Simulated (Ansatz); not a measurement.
This Ansatz 0.2.0 run on Fe needs a look.

File input.yaml:

```yaml
crystal:
  lattice:
    - [-1.412151, 1.414686, 1.43718]
    - [1.405278, -1.435174, 1.450795]
    - [1.464112, 1.487135, -1.457668]
  atoms:
    - { symbol: Fe, position: [-0.017931, 0.001647, -0.00445], spin: 2.0 }
hamiltonian:
  xc: revpbe
  pseudopotentials: { kind: paw, accuracy: standard }
  hubbard: { sites: [{ species: Fe, l: d, u_eff: 3.0 }], double_counting: fll }
kpoints:
  mp_grid: { grid: [10, 10, 10] }
scf:
  occupations: { method: fermi_dirac, width: 0.05 }
  n_extra_bands: 6
  max_iter: 80
output:
  forces: true
  stress: true
  eigenvalues: true
  dos: { projected: true, de: 0.05, nscf_kmesh: { grid: [15, 15, 15] } }
```

Potentials or basis: SSSP efficiency PAW.

Run with:

```bash
$ ansatz run input.yaml --threads 1 --pin off --max-ram 2560MiB --backend cpu --events-out ev --progress --plain --runs-dir out
```

Output:

```text
Error: inconsistent input (magnetization.spin_polarized): false but per-atom `spin:`, `per_species`, `initial_magnetization`, `magnetic_field`, or `spin_locking` is set
```

Task: What happened, and what is wrong with the input?

Result: The input was rejected before any iteration. The input holds a flaw that was put in on purpose: a moment without spin polarisation (magnetization = left out; crystal.atoms[0].spin = 2).
